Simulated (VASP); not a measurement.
Set up this calculation in VASP 6.6.1, as the native input.

| Quantity | Value |
| --- | --- |
| Task | single point |
| Functional | PBEsol |
| Potentials or basis | VASP PAW PBE potentials, release 64 (Hf_pv, O) |
| Cutoff | 520 eV |
| k mesh | 6 × 6 × 6 |
| Occupations | gaussian, width 0.02 eV |
| Spin | non-collinear spin, zero start, spin-orbit coupling |
| Starting moments | [[0.0, 0.0, 0.0], [0.0, 0.0, 0.0], [0.0, 0.0, 0.0], [0.0, 0.0, 0.0], [0.0, 0.0, 0.0], [0.0, 0.0, 0.0]] μB |
| Further INCAR settings | ALGO = Normal; EDIFF = 1e-07; NBANDS = 60 |

The structure of HfO2 lies in POSCAR:

```
HfO2
1.0
    3.5509100000      0.0000000000      0.0000000000
    0.0000000000      3.5509100000      0.0000000000
    0.0000000000      0.0000000000      5.1293700000
Hf O
2 4
Direct
    0.5000000000      0.5000000000      0.5000000000
    0.0000000000      0.0000000000      0.0000000000
    0.0000000000      0.5000000000      0.7024500000
    0.5000000000      1.0000000000      0.7975500000
    0.5000000000      0.0000000000      0.2975500000
    0.0000000000      0.5000000000      0.2024500000
```

Measurements of this composition are mostly on another form, of space group No. 14.

One way to write it, as run:

INCAR

```
SYSTEM = HfO2
  ALGO = Normal
  EDIFF = 1E-7
  ENCUT = 520
  GGA = PS
  GGA_COMPAT = .False.
  ISIF = 2
  ISMEAR = 0
  LASPH = .True.
  LCHARG = .True.
  LMAXMIX = 4
  LNONCOLLINEAR = .True.
  LORBIT = 11
  LREAL = .False.
  LSORBIT = .True.
  LVHAR = .True.
  LWAVE = .False.
  MAGMOM = 0 0 0 0 0 0 0 0 0 0 0 0 0 0 0 0 0 0
  NBANDS = 60
  NELM = 100
  PREC = Accurate
  SIGMA = 0.02
```

KPOINTS

```
k-points
0
Gamma
  6 6 6
  0 0 0
```

Potentials or basis: VASP PAW PBE potentials, release 64 (Hf_pv, O).

Command:

```bash
$ cat potpaw_PBE.64/Hf_pv/POTCAR potpaw_PBE.64/O/POTCAR > POTCAR
$ mpirun -np 1 vasp_ncl > vasp.out
```

Results of the run:

| Item | Value |
| --- | --- |
| Pressure | 0.3 GPa |
| Largest force | 0.009 eV/Å |
| Net moment | 0.00 μB per cell |
| Valence electrons inside the program's atomic spheres | Hf 8.49; O 5.10 |

Caveat: the PAW data sets were made with another functional, which shifts forces and pressure a little.

Wall time 3.8 min on 1 thread of Intel(R) Xeon(R) Platinum 8488C (Sapphire Rapids), with other jobs on the host, peak memory 0.43 GiB.
